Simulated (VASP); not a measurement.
The system is Hf.

```
Hf
1.0
     0.00000    2.20634    2.20634
     2.20634    0.00000    2.20634
     2.20634    2.20634    0.00000
Hf
1
Cartesian
  0.0000 0.0000 0.0000
```

This isn't the form of Hf at room conditions, which is hcp.

Base run:

* Program: VASP 6.6.1
* Functional: PBEsol
* Potentials or basis: VASP PAW PBE potentials, release 64 (Hf_pv)
* Cutoff: 700 eV
* k mesh: 16 × 16 × 16
* Occupations: gaussian, width 0.1 eV
* Spin: no spin polarisation

Its results: band gap on the k mesh none (metal or under the smearing width); pressure 0.0 GPa.

Q: The run is repeated on the same cell with these changes: cutoff from 700 eV to 520 eV; occupations from gaussian, width 0.1 eV to gaussian, width 0.5 eV. What comes out?

A: Band gap on the k mesh none (metal or under the smearing width); pressure 0.7 GPa.

Caveats: the PAW data sets were made with another functional, which shifts forces and pressure a little.
